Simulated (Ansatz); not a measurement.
# CuO (Tenorite): the cost of one run

Program: Ansatz 0.2.0. Level of theory: DFT PBE, scalar-relativistic, plane waves, PAW. These are calculated values, not measurements.

2 further runs of the same task are left out: 2 set aside as unsound or not needed.

**1. The starting structure**

The structure is orthorhombic, space group Cccm (No. 66). Conventional cell: a = 4.165 Å, b = 4.176 Å, c = 5.151 Å, α = 90.00°, β = 90.00°, γ = 90.00°. Cu (site symmetry 2/m) has 4 O at 1.96 Å as nearest neighbours. Around O (site symmetry 222) lie 4 Cu at 1.96 Å.

Coordinates:

```cif
data_structure
_symmetry_space_group_name_H-M 'P 1'
_symmetry_Int_Tables_number 1
_cell_length_a 2.9488
_cell_length_b 2.9488
_cell_length_c 5.1511
_cell_angle_alpha 90.011
_cell_angle_beta 90.011
_cell_angle_gamma 89.852
_cell_volume 44.79
loop_
_atom_site_label
_atom_site_type_symbol
_atom_site_fract_x
_atom_site_fract_y
_atom_site_fract_z
_atom_site_occupancy
Cu1 Cu 0.00000 0.50000 0.00000 1
Cu2 Cu 0.50000 0.00000 0.50000 1
O1 O 0.50008 0.49992 0.25000 1
O2 O 0.49992 0.50008 0.75000 1
```

It is the result of an earlier relaxation at this level (volume 11.20 Å³/atom; gap on the mesh: none (metal)).

**2. The bulk in the cell of the plane**

Input file input.yaml:

```yaml
crystal:
  lattice:
    - [2.9487853386, 0.0, 0.0]
    - [0.0075954037, 2.9487755566, 0.0]
    - [0.0010338914, 0.0010312318, 5.1511041748]
  atoms:
    - { symbol: Cu, position: [0.0, 0.5, 0.0] }
    - { symbol: Cu, position: [0.5, 0.0, 0.5] }
    - { symbol: O, position: [0.4999171466, 0.5000828534, 0.25] }
    - { symbol: O, position: [0.5000828534, 0.4999171466, 0.75] }
basis:
  ecutwfc: 420
kpoints:
  mp_grid: { grid: [12, 12, 7] }
hamiltonian:
  xc: pbe
scf:
  occupations: { method: gaussian, width: 0.1 }
output:
  forces: true
  stress: true
  eigenvalues: true
```

The run is started by

```console
> ansatz run input.yaml --threads 1 --pin off --max-ram 2560MiB --backend cpu --events-out ev --progress --plain --runs-dir out
```

**Question.** How long does this run take on 1 thread of AMD EPYC 9B45 (Zen 5), shared host, and how much memory does it need?

About 4.9 s, with a peak of 0.58 GiB.
